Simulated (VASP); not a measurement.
# Bi: the relaxed cell at several levels

How much does the cell of Bi depend on the functional? The levels: LDA, PBEsol, r2SCAN, r2SCAN + rVV10, optB86b-vdW, r2SCAN + D4 and PBEsol + D3(BJ). LASPH is on for some levels and off for others; the table marks which. This is not the structure that Bi takes at ambient conditions. The start is a computed cell from the Materials Project.

Calculated with VASP 6.6.1; LDA; plane waves and PAW (Bi_d), in the first sound run; inputs show where later runs differ.

The starting crystal is not the ambient structure of Bi (space group No. 166); it is a model or a phase of other conditions.

## 1. Set-up

Before any relaxation, the start is as follows. Symmetry: Im-3m, No. 229, cubic system. The conventional cell has a = 3.963 Å, b = 3.963 Å, c = 3.963 Å, α = 90.00°, β = 90.00°, γ = 90.00°. Bi has 8 Bi at 3.43 Å nearest.

## 2. Relaxation with LDA

Properties are meant for the cell that this level of theory prefers, so cell and atoms are relaxed first (ISIF = 3) until forces and stress are small; EDIFFG sets the threshold. LDA, the lowest rung, knows the local density alone.

File INCAR:

```
SYSTEM = Bi
PREC = Accurate
ENCUT = 520
EDIFF = 1E-06
NELM = 100
ISMEAR = -1
SIGMA = 0.05
LREAL = .FALSE.
ALGO = Normal
GGA = CA
NBANDS = 13
LORBIT = 11
LWAVE = .FALSE.
LCHARG = .FALSE.
KPAR = 2
IBRION = 2
NSW = 60
ISIF = 3
EDIFFG = -0.01
```

File POSCAR:

```
Bi
1.0
   -1.9814305318      1.9814305318      1.9814305318
    1.9814305318     -1.9814305318      1.9814305318
    1.9814305318      1.9814305318     -1.9814305318
Bi
1
Direct
    0.0000000000      0.0000000000      0.0000000000
```

File KPOINTS:

```
Automatic mesh
0
Gamma
7 7 7
0 0 0
```

PAW data sets: Bi_d (PBE family, release 64).

On the command line:

```console
> mpirun -np 2 vasp_std
```

Log:

```text
[banner, memory and clock lines left out]
running    2 mpi-ranks, on    1 nodes
 distrk:  each k-point on    1 cores,    2 groups
 distr:  one band on    1 cores,    1 groups

 POSCAR found type information on POSCAR Bi
 POSCAR found :  1 types and       1 ions
|                                                                             |
|               ----> ADVICE to this user running VASP <----                  |
|                                                                             |
|     You enforced a specific xc type in the INCAR file but a different       |
|     [... a line on the potential file left out ...]
|     I HOPE YOU KNOW WHAT YOU ARE DOING!                                     |
|                                                                             |

 LDA part: xc-table for (Slater(with rela. corr.)+CA(PZ))
 , standard interpolation
 POSCAR, INCAR and KPOINTS ok, starting setup
 FFT: planning ... GRIDC
 FFT: planning ... GRID_SOFT
 FFT: planning ... GRID
 WAVECAR not read
 entering main loop
       N       E                     dE             d eps       ncg     rms          rms(c)
DAV:   1     0.115110661449E+03    0.11511E+03   -0.79181E+03   525   0.133E+03
DAV:   2     0.221117877413E+01   -0.11290E+03   -0.10868E+03   565   0.353E+02
DAV:   3    -0.430632156282E+01   -0.65175E+01   -0.64982E+01   620   0.849E+01
DAV:   4    -0.446265004117E+01   -0.15633E+00   -0.15629E+00   654   0.139E+01
DAV:   5    -0.446902785251E+01   -0.63778E-02   -0.63777E-02   673   0.257E+00    0.661E-01
DAV:   6    -0.445024681924E+01    0.18781E-01   -0.27617E-02   660   0.267E+00    0.289E-01
DAV:   7    -0.444656691008E+01    0.36799E-02   -0.12366E-02   686   0.170E+00    0.841E-02
DAV:   8    -0.444645343622E+01    0.11347E-03   -0.59708E-04   630   0.386E-01    0.147E-02
DAV:   9    -0.444644676774E+01    0.66685E-05   -0.30473E-05   713   0.838E-02    0.378E-03
DAV:  10    -0.444644693044E+01   -0.16270E-06   -0.11944E-06   493   0.112E-02
   1 F= -.44464469E+01 E0= -.44421261E+01  d E =-.444645E+01
 curvature:   0.00 expect dE= 0.000E+00 dE for cont linesearch  0.000E+00
 trial: gam= 0.00000 g(F)=  0.675E-61 g(S)=  0.269E-01 ort = 0.000E+00 (trialstep = 0.100E+01)
 search vector abs. value=  0.269E-01
 bond charge predicted
       N       E                     dE             d eps       ncg     rms          rms(c)
DAV:   1    -0.520209027024E+01   -0.75564E+00   -0.16701E+01   645   0.700E+01    0.464E+00
DAV:   2    -0.455252296083E+01    0.64957E+00   -0.10103E+00   635   0.196E+01    0.176E+00
DAV:   3    -0.444942425504E+01    0.10310E+00   -0.37995E-01   807   0.110E+01    0.172E-01
DAV:   4    -0.445053000134E+01   -0.11057E-02   -0.64658E-03   545   0.837E-01    0.101E-01
DAV:   5    -0.445152335849E+01   -0.99336E-03   -0.37400E-03   560   0.519E-01    0.438E-02
DAV:   6    -0.445140586053E+01    0.11750E-03   -0.33439E-04   580   0.194E-01    0.925E-03
DAV:   7    -0.445141461542E+01   -0.87549E-05   -0.30209E-05   615   0.431E-02    0.232E-03
DAV:   8    -0.445141461116E+01    0.42612E-08   -0.10345E-06   524   0.902E-03
   2 F= -.44514146E+01 E0= -.44473036E+01  d E =-.496768E-02
 trial-energy change:   -0.004968  1 .order   -0.004227   -0.026882    0.018428
 step:   0.6165(harm=  0.5933)  dis= 0.00000  next Energy=    -4.454907 (dE=-0.846E-02)
 bond charge predicted
       N       E                     dE             d eps       ncg     rms          rms(c)
DAV:   1    -0.456304819166E+01   -0.11163E+00   -0.26649E+00   640   0.308E+01    0.174E+00
DAV:   2    -0.447063056903E+01    0.92418E-01   -0.14996E-01   635   0.717E+00    0.681E-01
DAV:   3    -0.445478811044E+01    0.15842E-01   -0.64491E-02   831   0.429E+00    0.777E-02
DAV:   4    -0.445488878004E+01   -0.10067E-03   -0.10491E-03   560   0.368E-01    0.431E-02
DAV:   5    -0.445500204230E+01   -0.11326E-03   -0.58011E-04   560   0.212E-01    0.171E-02
DAV:   6    -0.445497961435E+01    0.22428E-04   -0.61069E-05   600   0.974E-02    0.441E-03
DAV:   7    -0.445498028266E+01   -0.66831E-06   -0.63427E-06   575   0.153E-02
   3 F= -.44549803E+01 E0= -.44507906E+01  d E =-.853335E-02
 curvature:  -0.30 expect dE=-0.322E-06 dE for cont linesearch -0.322E-06
 trial: gam=-0.00632 g(F)=  0.600E-61 g(S)=  0.109E-05 ort = 0.171E-03 (trialstep = 0.923E+00)
 search vector abs. value=  0.144E-09
 reached required accuracy - stopping structural energy minimisation
```

It took 4.8 s on 2 MPI ranks of Intel Xeon 6975P-C (Granite Rapids), shared host; peak memory 0.26 GiB; 8.5 s of CPU time.

The logs omit lines about the potential files and the build; timing stands in the text.

Parts of OUTCAR (step 2):

```text
ion  position               nearest neighbor table
   1  0.000  0.000  0.000-

  LATTYP: Found a body centered cubic cell.
 ALAT       =     3.9628610636

 Subroutine GETGRP returns: Found 48 space group operations
 (whereof 48 operations were pure point group operations)

The static configuration has the point symmetry O_h .

 Found     20 irreducible k-points:

   k-points           NKPTS =     20   k-points in BZ     NKDIM =     20   number of bands    NBANDS=     13

   dimension x,y,z NGX =    28 NGY =   28 NGZ =   28
   dimension x,y,z NGXF=    56 NGYF=   56 NGZF=   56

   ENCUT  =  520.0 eV  38.22 Ry    6.18 a.u.   6.38  6.38  6.38*2*pi/ulx,y,z

   NELECT =      15.0000    total number of electrons

 k-points in reciprocal lattice and weights: Automatic mesh
   0.00000000  0.00000000  0.00000000       0.003
   0.14285714  0.00000000  0.00000000       0.035
   0.28571429  0.00000000  0.00000000       0.035
   0.42857143  0.00000000  0.00000000       0.035
   0.14285714  0.14285714  0.00000000       0.070
   0.28571429  0.14285714 -0.00000000       0.140
   0.42857143  0.14285714 -0.00000000       0.070
   0.28571429  0.28571429  0.00000000       0.070
   0.14285714  0.14285714  0.14285714       0.023
[...]
-0.42857143 -0.42857143  0.28571429       0.023
  -0.42857143  0.42857143  0.42857143       0.017

 average (electrostatic) potential at core
       1-102.6701

 E-fermi :   8.0550

 k-point     1 :       0.0000    0.0000    0.0000
  band No.  band energies     occupation
    ...
      2     -14.7743      2.00000
      3     -14.7743      2.00000
      4     -14.6223      2.00000
      5     -14.6223      2.00000
      6      -5.7081      2.00000
      7      13.4515      0.00000
      8      13.4515      0.00000
      9      13.4515      0.00000
     10      17.8516      0.00000
     11      18.6587      0.00000
    ...

 k-point     2 :       0.1429    0.0000    0.0000
  band No.  band energies     occupation
    ...
      2     -14.7602      2.00000
      3     -14.7288      2.00000
      4     -14.6319      2.00000
      5     -14.6237      2.00000
      6      -5.3199      2.00000
      7      10.4808      0.00000
      8      12.4245      0.00000
      9      13.0919      0.00000
     10      16.6214      0.00000
     11      17.5117      0.00000
    ...

 k-point     3 :       0.2857    0.0000    0.0000
  band No.  band energies     occupation
    ...
      3     -14.6427      2.00000
      4     -14.6273      2.00000
      5     -14.6250      2.00000
      6      -4.2060      2.00000
      7       6.3901      2.00000
      8      10.8241      0.00000
      9      12.2988      0.00000
     10      15.0895      0.00000
     11      16.4468      0.00000
     12      19.0710      0.00000
    ...

  Total       -0.0027430     -0.0027430     -0.0027430      0.0000000     -0.0000000      0.0000000
  in kB       -0.1468085     -0.1468085     -0.1468085      0.0000000     -0.0000000      0.0000000
  external PRESSURE =      -0.1468085 kB  Pullay stress =       0.0000000 kB

  energy-cutoff  :      520.00
  volume of cell :       29.94
      direct lattice vectors                 reciprocal lattice vectors
    -1.956033343  1.956033343  1.956033343     0.000000000  0.255619365  0.255619365
     1.956033343 -1.956033343  1.956033343     0.255619365  0.000000000  0.255619365
     1.956033343  1.956033343 -1.956033343     0.255619365  0.255619365  0.000000000

 POSITION                                       TOTAL-FORCE (eV/Angst)
 -----------------------------------------------------------------------------------
      0.00000      0.00000      0.00000        -0.000000      0.000000     -0.000000
 -----------------------------------------------------------------------------------
    total drift:                                0.000000     -0.000000     -0.000000

  FREE ENERGIE OF THE ION-ELECTRON SYSTEM (eV)
  ---------------------------------------------------
  free  energy   TOTEN  =        -4.4549802827 eV

  energy  without entropy=       -4.4466008854  energy(sigma->0) =       -4.45079058

 reached required accuracy - stopping structural energy minimisation

 total charge
# of ion       s       p       d       tot
------------------------------------------
    1        1.558   1.288   9.927  12.772

[... 3 further parts left out ...]
```

This run has no spin polarisation. Its electron count is odd, so without a moment it is a metal by construction. The k-mesh is coarse for a metal. The PAW data sets were made with PBE, though LDA sets exist; this is a small mismatch. The run keeps the 48 symmetry operations of its start, so it cannot find a distortion of lower symmetry.

Relaxation path:

```csv
step,energy less that of the first step (eV),largest force (eV/Å),pressure (GPa),volume (Å³)
1,0.0000,0.0000,-2.22,31.12
2,-0.0050,0.0000,1.62,29.22
3,-0.0085,0.0000,-0.01,29.94
```

```csv
"conventional cell, symmetrised",before,after,change
a (Å),3.963,3.912,-1.3 %
b (Å),3.963,3.912,-1.3 %
c (Å),3.963,3.912,-1.3 %
volume (Å³/atom),31.12,29.94,-3.8 %
```

The relaxed structure:

```xyz
1
Lattice="-1.9560 1.9560 1.9560 1.9560 -1.9560 1.9560 1.9560 1.9560 -1.9560" Properties=species:S:1:pos:R:3 pbc="T T T"
Bi    0.0000    0.0000    0.0000
```

Numbers from this step:

```
electrons                              : 15
bands                                  : 13
irreducible k-points                   : 20
symmetry operations                    : 48
free energy (TOTEN)                    : -4.455 eV
energy at zero smearing                : -4.451 eV
Fermi energy                           : 8.055 eV
pressure                               : -0.01468 GPa
metallic, judged on the points sampled : yes
SCF cycles over all ionic steps        : 25
```

It ends with forces that vanish by symmetry and a pressure of -0.01 GPa. The conventional cell has a = 3.912 Å.

## 3. Relaxation with PBEsol

This step: PBEsol; plane waves and PAW (Bi_d) (VASP 6.6.1).

PBEsol restores the gradient expansion of exchange and is tuned for the cells of solids.

Edit INCAR of step 2 so:

```diff
@@ -9,3 +9,3 @@
 ALGO = Normal
-GGA = CA
+GGA = PS
 NBANDS = 13
```

POSCAR is that of step 2.

KPOINTS is that of step 2.

On the command line:

```console
> mpirun -np 2 vasp_std
```

Log:

```text
[banner, memory and clock lines left out]
running    2 mpi-ranks, on    1 nodes
 distrk:  each k-point on    1 cores,    2 groups
 distr:  one band on    1 cores,    1 groups

 POSCAR found type information on POSCAR Bi
 POSCAR found :  1 types and       1 ions
 [... a notice as in an earlier step ...]

 LDA part: xc-table for (Slater+PW92), standard interpolation
 POSCAR, INCAR and KPOINTS ok, starting setup
 FFT: planning ... GRIDC
 FFT: planning ... GRID_SOFT
 FFT: planning ... GRID
 WAVECAR not read
 entering main loop
       N       E                     dE             d eps       ncg     rms          rms(c)
DAV:   1     0.114785900146E+03    0.11479E+03   -0.79376E+03   525   0.133E+03
DAV:   2     0.247976283061E+01   -0.11231E+03   -0.10814E+03   565   0.353E+02
DAV:   3    -0.402325610306E+01   -0.65030E+01   -0.64843E+01   623   0.848E+01
DAV:   4    -0.417835823874E+01   -0.15510E+00   -0.15507E+00   659   0.138E+01
DAV:   5    -0.418463948359E+01   -0.62812E-02   -0.62811E-02   697   0.254E+00    0.454E-01
DAV:   6    -0.417874889467E+01    0.58906E-02   -0.98566E-03   663   0.143E+00    0.258E-01
DAV:   7    -0.417735019098E+01    0.13987E-02   -0.56230E-03   670   0.106E+00    0.793E-02
DAV:   8    -0.417733238583E+01    0.17805E-04   -0.45827E-04   640   0.348E-01    0.101E-02
DAV:   9    -0.417733037710E+01    0.20087E-05   -0.11217E-05   716   0.470E-02    0.509E-03
DAV:  10    -0.417732988546E+01    0.49164E-06   -0.14264E-06   477   0.147E-02
   1 F= -.41773299E+01 E0= -.41730407E+01  d E =-.417733E+01
 curvature:   0.00 expect dE= 0.000E+00 dE for cont linesearch  0.000E+00
 trial: gam= 0.00000 g(F)=  0.188E-60 g(S)=  0.596E-02 ort = 0.000E+00 (trialstep = 0.100E+01)
 search vector abs. value=  0.596E-02
 bond charge predicted
       N       E                     dE             d eps       ncg     rms          rms(c)
DAV:   1    -0.433951007267E+01   -0.16218E+00   -0.37375E+00   650   0.340E+01    0.213E+00
DAV:   2    -0.420155147608E+01    0.13796E+00   -0.21244E-01   635   0.865E+00    0.832E-01
DAV:   3    -0.417820766114E+01    0.23344E-01   -0.88511E-02   818   0.513E+00    0.822E-02
DAV:   4    -0.417841905196E+01   -0.21139E-03   -0.13465E-03   565   0.398E-01    0.480E-02
DAV:   5    -0.417866719057E+01   -0.24814E-03   -0.98026E-04   570   0.277E-01    0.227E-02
DAV:   6    -0.417862771461E+01    0.39476E-04   -0.92892E-05   595   0.109E-01    0.450E-03
DAV:   7    -0.417862796168E+01   -0.24707E-06   -0.80647E-06   600   0.203E-02
   2 F= -.41786280E+01 E0= -.41744288E+01  d E =-.129808E-02
 trial-energy change:   -0.001298  1 .order   -0.001099   -0.005964    0.003766
 step:   0.6412(harm=  0.6130)  dis= 0.00000  next Energy=    -4.179294 (dE=-0.196E-02)
 bond charge predicted
       N       E                     dE             d eps       ncg     rms          rms(c)
DAV:   1    -0.419981400193E+01   -0.21186E-01   -0.49962E-01   640   0.130E+01    0.759E-01
DAV:   2    -0.418231995141E+01    0.17494E-01   -0.27584E-02   630   0.306E+00    0.300E-01
DAV:   3    -0.417925861735E+01    0.30613E-02   -0.12150E-02   826   0.186E+00    0.320E-02
DAV:   4    -0.417927486548E+01   -0.16248E-04   -0.18316E-04   555   0.152E-01    0.182E-02
DAV:   5    -0.417929168157E+01   -0.16816E-04   -0.12982E-04   560   0.999E-02    0.806E-03
DAV:   6    -0.417928869832E+01    0.29833E-05   -0.13193E-05   610   0.431E-02    0.183E-03
DAV:   7    -0.417928963246E+01   -0.93414E-06   -0.12812E-06   570   0.702E-03
   3 F= -.41792896E+01 E0= -.41750555E+01  d E =-.195975E-02
 curvature:  -0.30 expect dE=-0.112E-07 dE for cont linesearch -0.112E-07
 trial: gam= 0.00000 g(F)=  0.244E-61 g(S)=  0.369E-07 ort =-0.148E-04 (trialstep = 0.928E+00)
 search vector abs. value=  0.370E-07
 reached required accuracy - stopping structural energy minimisation
```

Wall time 5.4 s (2 MPI ranks); peak memory 0.3 GiB.

OUTCAR, selected parts (step 3):

```text
The static configuration has the point symmetry O_h .

 Found     20 irreducible k-points:

   NELECT =      15.0000    total number of electrons

 E-fermi :   7.9326

 k-point     1 :       0.0000    0.0000    0.0000
  band No.  band energies     occupation
    ...
      2     -14.9578      2.00000
      3     -14.9578      2.00000
      4     -14.8189      2.00000
      5     -14.8189      2.00000
      6      -5.6739      2.00000
      7      13.2464      0.00000
      8      13.2464      0.00000
      9      13.2464      0.00000
     10      17.3361      0.00000
     11      18.4656      0.00000
    ...

 k-point     2 :       0.1429    0.0000    0.0000
  band No.  band energies     occupation
    ...
      2     -14.9447      2.00000
      3     -14.9159      2.00000
      4     -14.8277      2.00000
      5     -14.8203      2.00000
      6      -5.2946      2.00000
      7      10.2899      0.00000
      8      12.2409      0.00000
      9      12.8978      0.00000
     10      16.3659      0.00000
     11      17.2829      0.00000
    ...

  Total        0.0005047      0.0005047      0.0005047      0.0000000     -0.0000000      0.0000000
  in kB        0.0264809      0.0264809      0.0264809      0.0000000     -0.0000000      0.0000000
  external PRESSURE =       0.0264809 kB  Pullay stress =       0.0000000 kB

  energy-cutoff  :      520.00
  volume of cell :       30.53
      direct lattice vectors                 reciprocal lattice vectors
    -1.968988396  1.968988396  1.968988396     0.000000000  0.253937505  0.253937505
     1.968988396 -1.968988396  1.968988396     0.253937505  0.000000000  0.253937505
     1.968988396  1.968988396 -1.968988396     0.253937505  0.253937505  0.000000000

 POSITION                                       TOTAL-FORCE (eV/Angst)
 -----------------------------------------------------------------------------------
      0.00000      0.00000      0.00000        -0.000000      0.000000     -0.000000
 -----------------------------------------------------------------------------------
    total drift:                               -0.000000     -0.000000      0.000000

  FREE ENERGIE OF THE ION-ELECTRON SYSTEM (eV)
  ---------------------------------------------------
  free  energy   TOTEN  =        -4.1792896325 eV

  energy  without entropy=       -4.1708213487  energy(sigma->0) =       -4.17505549

 total charge
# of ion       s       p       d       tot
------------------------------------------
    1        1.554   1.265   9.920  12.740

[... 8 parts as in an earlier step ...]

[... 5 further parts left out ...]
```

The PAW data sets were made with PBE, which is usual practice but a small mismatch for other functionals.

Relaxation path:

```
step  energy less that of the first step (eV)  largest force (eV/Å)  pressure (GPa)  volume (Å³)
   1                                   0.0000                0.0000           -1.05        31.12
   2                                  -0.0013                0.0000            0.68        30.21
   3                                  -0.0020                0.0000            0.00        30.53
```

| conventional cell, symmetrised | before | after | change |
| --- | --- | --- | --- |
| a (Å) | 3.963 | 3.938 | -0.6 % |
| b (Å) | 3.963 | 3.938 | -0.6 % |
| c (Å) | 3.963 | 3.938 | -0.6 % |
| volume (Å³/atom) | 31.12 | 30.53 | -1.9 % |

The relaxed structure:

```xyz
1
Lattice="-1.9690 1.9690 1.9690 1.9690 -1.9690 1.9690 1.9690 1.9690 -1.9690" Properties=species:S:1:pos:R:3 pbc="T T T"
Bi    0.0000    0.0000    0.0000
```

This step gave:

```
free energy (TOTEN)             : -4.179 eV
energy at zero smearing         : -4.175 eV
Fermi energy                    : 7.933 eV
pressure                        : 0.002648 GPa
SCF cycles over all ionic steps : 24
```

It ends at 30.53 Å³/atom, -1.9 % from the start, with 0.00 GPa left. The conventional cell has a = 3.938 Å.

[end of part 1 of 3]

[Lines on the potential files, build, host, timing and source positions are cut from VASP's logs without a mark.]

[Logs are printed without paths, hosts, clocks, repeated set-up lines and the standing remarks that a program may print on its own settings, such as how far it seeks lower states.]

[Hosts, paths, dates, database ids (printed as entryN), source tags and the programs' standing remarks are cut or masked in the printed files.]

[A measured line is paired with the nearest computed mode of its activity, which favours agreement.]

[In band tables of VASP the shares of atoms and orbitals are scaled to a sum of 1 inside the atoms' spheres.]
